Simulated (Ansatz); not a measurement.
**Computed properties of PbS (rocksalt)**

All numbers come from the PAW code Ansatz. No magnetic order and no zero-point or thermal motion.

Rocksalt PbS, relaxed with r2SCAN. It is cubic, Fm-3m (No. 225); conventional cell a = 5.974 Å, 26.66 Å³ an atom. Pb is surrounded by 6 S at 2.99 Å; S is surrounded by 6 Pb at 2.99 Å.

```
CELL_PARAMETERS angstrom
0.00000 2.98723 2.98723
2.98723 0.00000 2.98723
2.98723 2.98723 0.00000
ATOMIC_POSITIONS crystal
Pb 0.00000 0.00000 0.00000
S 0.50000 0.50000 0.50000
```

Relaxed lattice by functional, symmetry kept:

| functional | k mesh | a (Å) | volume (Å³/atom) |
| --- | --- | --- | --- |
| PBE | 8×8×8 | 6.008 | 27.10 |
| r2SCAN | 6×6×6 | 5.974 | 26.66 |
| PBEsol | 6×6×6 | 5.902 | 25.70 |
| LDA | 6×6×6 | 5.842 | 24.93 |
| HSE06 | 4×4×4 | 5.971 | 26.61 |

Band edges at fixed r2SCAN geometry:
```
       level  k mesh  gap (eV)    kind  edges  least direct gap (eV)        rough cost
         LDA   8×8×8      0.30  direct      L                   0.30    1 core-seconds
         PBE   8×8×8      0.43  direct      L                   0.43  1.4 core-seconds
     PBE+SOC   8×8×8      0.01  direct      L                   0.01    5 core-seconds
      r2SCAN   8×8×8      0.69  direct      L                   0.69  2.6 core-seconds
       HSE06   6×6×6      0.88  direct      L                   0.88   70 core-seconds
   HSE06+SOC   4×4×4      0.39  direct      L                   0.39  110 core-seconds
    DDH-PBE0   6×6×6      0.67  direct      L                   0.67   70 core-seconds
        PBE0   6×6×6      1.45  direct      L                   1.45   60 core-seconds
Hartree-Fock   6×6×6      5.35  direct      L                   5.35   70 core-seconds
```
PBE, PBE+SOC, HSE06+SOC: smearing of 0.02 eV; the others have fixed occupations.
Wave cutoffs: 420 eV, 500 eV (r2SCAN). Set aside, since their points miss a band edge that the other levels read or their mesh is too coarse: LC-ωPBE. Gaps under 0.1 eV (PBE+SOC) can't be told from a closed one: the bands may be in normal order or already inverted, which a gap's size doesn't show.
Costs come from shared machines and give only the order; PBE's includes the band path. The runs had 4 threads of Intel(R) Xeon(R) 6975P-C (Granite Rapids) (shared host).

With HSE06 the gap is 0.88 eV and direct, at L. Spin-orbit coupling changes the PBE gap by -0.42 eV, to 0.01 eV.

r2SCAN covers 58 % of the step from PBE to HSE06, while HSE06 needs about 26 times r2SCAN's cost (on a coarser mesh). All these functionals give a gap of the same kind, direct.

Only the levels marked +SOC include spin-orbit coupling.

The meshes of the hybrids are coarse, so their gaps aren't converged to the digits shown.
